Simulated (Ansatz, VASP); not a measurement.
**Si3C in VASP and in Ansatz**

```
C Si
1.0
     1.69861    0.98069    5.87092
    -1.69861    0.98069    5.87092
     0.00000   -1.96139    5.87092
C Si
1 3
Direct
  0.99897 0.99897 0.99897
  0.49662 0.49662 0.49662
  0.36388 0.36388 0.36388
  0.89053 0.89053 0.89053
```

Alike in both runs: task single point; functional PBE; k mesh 6 × 6 × 6; occupations fermi-dirac, width 0.02 eV; collinear spin.

|  | VASP | Ansatz |
| --- | --- | --- |
| version | VASP 6.6.1 | Ansatz 0.2.0 |
| potentials or method | VASP PAW PBE potentials, release 64 (C, Si) | plane waves |
| plane-wave cutoff (eV) | 520 | 420 |
| valence electrons in the cell | 16 | 16 |

```tsv
	VASP	Ansatz	Ansatz less VASP
gap on the k mesh at the Fermi level (eV)	none	none	-
pressure (GPa)	1.9	1.9	+0.06
largest component of the traceless stress (GPa)	0.06	0.00	-0.063
rms of the force components (eV/Å)	0.052	0.058	+0.0056
net moment per atom (μB)	0.00	0.00	0.000
```

Atom by atom the forces differ by 0.006 eV/Å (rms over components). A gap of «none» marks a metal or a gap that the smearing closes. Ansatz warned: «seeded_moment_not_kept».

Caveats: the k mesh is coarse (spacing up to 0.36 Å⁻¹), so the values aren't converged.
